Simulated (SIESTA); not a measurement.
## Ag in SIESTA: the effect of basis

The system is Ag.

```xyz
1
Lattice="0.0000 2.0427 2.0427 2.0427 0.0000 2.0427 2.0427 2.0427 0.0000" Properties=species:S:1:pos:R:3 pbc="T T T"
Ag    0.0000    0.0000    0.0000
```

Alike in all runs:

| Item | Value |
| --- | --- |
| Program | SIESTA 5.4.2 |
| Task | band structure |
| Functional | PBEsol |
| Potentials or basis | PseudoDojo 0.4 standard (PBEsol files) |
| Grid cutoff | 800 Ry |
| Energy shift | 0.003 Ry |
| k mesh | 11 × 11 × 11 |
| Occupations | fermi-dirac, width 0.05 eV |
| Spin | no spin polarisation |

| basis | pressure (GPa) |
| --- | --- |
| SZ | ? |
| SZP | -2.8 |
| DZ | -5.1 |
| DZP | -2.7 |
| TZP | -2.9 |
| TZDP | -2.8 |

**Question.** What does the run with basis SZ give?

**Answer.** Pressure 14.4 GPa.

Caveats: short orbitals over semicore shells can move pressures by several GPa; the basis of atomic orbitals isn't converged, which shifts pressures, moduli and gaps; the basis has no polarisation orbitals (some runs).
